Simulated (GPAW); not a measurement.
W:

```
CELL_PARAMETERS angstrom
-1.58234 1.58234 1.58234
1.58234 -1.58234 1.58234
1.58234 1.58234 -1.58234
ATOMIC_POSITIONS crystal
W 0.00000 0.00000 0.00000
```

```yaml
Program: GPAW 26.7.0
Task: relaxation of cell and atoms
Functional: BLYP
Dispersion: D3(BJ)
Potentials_or_basis: PAW data sets generated in the run's folder for this functional
Cutoff: 600 eV
Basis: pw
k_mesh: 12 × 12 × 12
Occupations: fermi-dirac, width 0.05 eV
Spin: no spin polarisation
```

At the start: pressure -3.7 GPa; volume 15.85 Å³/atom.

Q: How do energy, volume and symmetry change on relaxing?

A: Over 11 steps the energy falls by 2.3 meV/atom and the volume is 15.66 Å³/atom (-1.2 %); space group Im-3m (No. 229, to 0.05 Å).

Step by step:
```
step  energy change (eV)  largest force (eV/Å)  pressure (GPa)  volume (Å³)
   1              0.0000                0.0000           -3.71        15.85
   2             -0.0023                0.0000           -0.38        15.67
   3             -0.0005                0.0000            3.47        15.49
   4             -0.0012                0.0000            2.65        15.52
   5             -0.0020                0.0000            1.24        15.59
   6             -0.0023                0.0000           -0.43        15.68
   7             -0.0023                0.0000           -0.41        15.68
   8             -0.0023                0.0000           -0.36        15.67
   9             -0.0023                0.0000           -0.29        15.67
  10             -0.0023                0.0000           -0.21        15.67
  11             -0.0023                0.0000           -0.11        15.66
```

Final structure:
```xyz
1
Lattice="-1.5761 1.5761 1.5761 1.5761 -1.5761 1.5761 1.5761 1.5761 -1.5761" Properties=species:S:1:pos:R:3 pbc="T T T"
W     0.0000    0.0000    0.0000
```

Caveat: later steps reuse the first step's grids; pairwise dispersion overbinds metals, which lowers pressure and volume.
